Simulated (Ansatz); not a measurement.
Results of LDA (plane waves, PAW; Ansatz, a first-principles code) for skutterudite CoSb3.

Settings: plane-wave cutoff 520 eV, 6×6×6 k mesh, Fermi–Dirac smearing 0.01 eV, no spin polarisation, scalar-relativistic PAW data made under PBE.

Properties against volume:

Shape and atoms are relaxed at each volume.

```csv
V (Å³/atom),P (GPa),direct gap at Γ (eV)
21.258,4.63,0.418
21.701,2.18,0.350
22.144,0.00,0.287
22.587,-1.94,0.227
23.030,-3.67,0.170
```

A straight line through the gaps at Γ against ln V gives a volume deformation potential dE_g(Γ)/d ln V of -3.1 eV: the gap at Γ widens under compression.

Measured, for comparison: band gap 0.63 eV (temperature not stated, no zero-point or thermal correction; as tabulated in Kim et al. (2020), doi:10.1038/s41597-020-00723-8).

Note: the bulk modulus comes from volumes at which shape and atoms were relaxed.

Spin–orbit coupling is not included; it can close the smallest gap of 0.29 eV.
